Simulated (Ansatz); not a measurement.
# H under changes of volume

One of the cells (6.884 Å³/atom); the others are scaled copies at fixed shape and fractional positions:

```xyz
1
Lattice="2.6496 0.0000 0.0000 0.0000 2.6496 0.0000 0.0000 0.0000 0.9805" Properties=species:S:1:pos:R:3 pbc="T T T"
H     0.0000    0.0000    0.4902
```

```yaml
Program: Ansatz 0.2.0
Functional: PBE
Potentials_or_basis: Ansatz PAW
Cutoff: "420 eV (not typed: the program's choice for these potentials)"
k_mesh: 10 × 10 × 26
Occupations: fermi-dirac, width 0.05 eV
Spin: no spin polarisation
```

| volume (Å³/atom) | energy over the lowest point (meV/atom) | pressure (GPa) |
| --- | --- | --- |
| 6.471 | 10.20 | 4.6 |
| 6.608 | 6.65 | 3.6 |
| 6.746 | 3.96 | 2.7 |
| 6.884 | 1.95 | 1.9 |
| 7.021 | 0.69 | 1.1 |
| 7.159 | ? | ? |
| 7.297 | 0.00 | -0.3 |

Q: What does the run at 7.159 Å³/atom give?

A: Energy over the lowest point 0.03 meV/atom; pressure 0.4 GPa.

Worked out: A Birch-Murnaghan fit of order 3 (a polynomial in V^(-2/3)) to the other rows has its minimum at 7.24 Å³/atom with B0 = V·E''(V) = 34 GPa and B' = 3.3 at fixed shape and positions, which overstates the stiffness. It gives 0.05 meV/atom at 7.159 Å³/atom, against the run's 0.03, and -dE/dV = 0.4 GPa, against 0.4.

Energies are extrapolated to zero smearing.
